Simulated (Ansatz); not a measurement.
Zincblende MgO, relaxed with r2SCAN in Ansatz: it is cubic, F-43m (No. 216); conventional cell a = 4.564 Å, 11.88 Å³ an atom. Mg is surrounded by 4 O at 1.98 Å; O is surrounded by 4 Mg at 1.98 Å. The primitive cell holds 2 atoms in 23.77 Å³. The calculation is spin-unpolarised, and the structure need not be a phase that has been made.

Computed values: PBE gives a gap of 3.66 eV and PBE0 (25 % exact exchange) 5.98 eV; one over PBE's mean ε∞ is 0.328. HSE06 (6×6×6) gives a least gap of 5.27 eV, direct. In PBE's bands the lowest conduction level rises by 0.203 eV from Γ to the point 0.1377 1/Å along Γ–X; the direct gap at Γ is 3.66 eV. PBEsol's static dielectric constant, on its own cell, is 6.0. r2SCAN's ε∞ is 2.85. On the PBEsol cell (Ω = 23.94 Å³ for two atoms) PBEsol gives ω_TO = 495.1 cm⁻¹, Z* = ±1.825 and ε∞ = 3.110.

Problem. What is the density?

Solution. The cell holds 1 Mg, 1 O: M = 1×24.305 + 1×15.999 = 40.30 u in V = 23.77 Å³. ρ = 1.66054 × M/V = 1.66054 × 40.30/23.77 = 2.815 g/cm³, for the static r2SCAN lattice.

Problem. Taking the gap as linear in the share of unscreened exchange, estimate the gap of the hybrid whose share is 1/ε∞.

Solution. The slope is (5.98 − 3.66)/0.25 = 9.28 eV per unit share, so E_g ≈ 3.66 + 9.28 × 0.328 = 6.70 eV. The run with that share gives 6.73 eV (6×6×6 mesh), +0.03 eV from the straight line.

Problem. At what wavelength does absorption set in by HSE06, excitons left aside?

Solution. λ = 1239.84 eV nm/E: 235 nm for the least gap. That lies in the ultraviolet, so by this gap the crystal is transparent to visible light.

Problem. Estimate the electron mass at Γ from the rise of PBE's conduction level.

Solution. A parabola gives m*/mₑ = (ħ²/2mₑ) k²/ΔE = 3.810 × 0.1377²/0.203 = 0.356. The band flattens away from Γ; with E(1 + E/E_g) = ħ²k²/2m* the mass at the edge is 0.356/(1 + 0.203/3.66) = 0.337 (1/E_g is only a rough value for the bending). It is PBE's mass, and a gap that is too small makes it too light.

Problem. With that mass, what binding energy and radius does a hydrogenic donor have?

Solution. E_D = 13.606 eV × m*/ε⁰² = 13.606 × 0.337/6.0² = 127 meV; a_D = 0.529 Å × ε⁰/m* = 9 Å. That is only a cell or two, so the model fails here and the numbers are a rough scale.

Problem. What refractive index and reflectivity at normal incidence follow, below the gap and above the phonons?

Solution. n = √2.85 = 1.688; R = ((n − 1)/(n + 1))² = (0.688/2.688)² = 6.6 % a face.

Problem. Work out the longitudinal frequency.

Solution. ω_LO² − ω_TO² = 4π Z*² e²/(ε∞ μ Ω), with μ = 24.30×16.00/40.30 = 9.648 u and e² = 14.400 eV Å; √(eV/(u Å²)) is 521.47 cm⁻¹. That gives 2.28e+05 cm⁻², so ω_LO = √(495.1² + 2.28e+05) = 688.0 cm⁻¹; the program prints 687.9.

Problem. What static dielectric constant follows from Lyddane-Sachs-Teller, and how strong is the polar coupling 1/ε∞ − 1/ε⁰?

Solution. ε⁰ = ε∞ (ω_LO/ω_TO)² = 3.110 × (688.0/495.1)² = 6.00 (the run: 6.00). 1/ε∞ − 1/ε⁰ = 0.3215 − 0.1665 = 0.1550, the factor that enters the Fröhlich constant.

The meshes of the hybrids are coarse, so their gaps aren't converged to the digits shown.
